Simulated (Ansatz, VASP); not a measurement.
# Mn: VASP beside Ansatz

```xyz
1
Lattice="-1.3745 1.3745 1.3745 1.3745 -1.3745 1.3745 1.3745 1.3745 -1.3745" Properties=species:S:1:pos:R:3 pbc="T T T"
Mn    0.0000    0.0000    0.0000
```

Alike in both runs: functional PBEsol; k mesh 28 × 28 × 28; occupations gaussian, width 0.1 eV; no spin polarisation.

Ansatz relaxed the structure, and its values are those at the end. VASP's run is a single point on that final structure, the one shown.

|  | VASP | Ansatz |
| --- | --- | --- |
| version | VASP 6.6.1 | Ansatz 0.2.0 |
| potentials or method | VASP PAW PBE potentials, release 64 (Mn_pv) | scalar-relativistic, plane waves, PAW |
| plane-wave cutoff (eV) | 520 | 420 |
| valence electrons in the cell | 13 | 15 |

```csv
,VASP,Ansatz,Ansatz less VASP
gap on the k mesh at the Fermi level (eV),none,none,-
pressure (GPa),-0.1,0.0,+0.11
```

A gap of «none» marks a metal or a gap that the smearing closes. With one functional, cell and mesh, what is left measures potentials, basis and numerics. The two sets of potentials don't hold the same shells in valence.

Caveats: the PAW data sets were made with another functional, which shifts forces and pressure a little (VASP); the run has no spin polarisation, though such a crystal can be magnetic. Spin polarisation is off, so any magnetic state and its effect on volume and gap are missing.
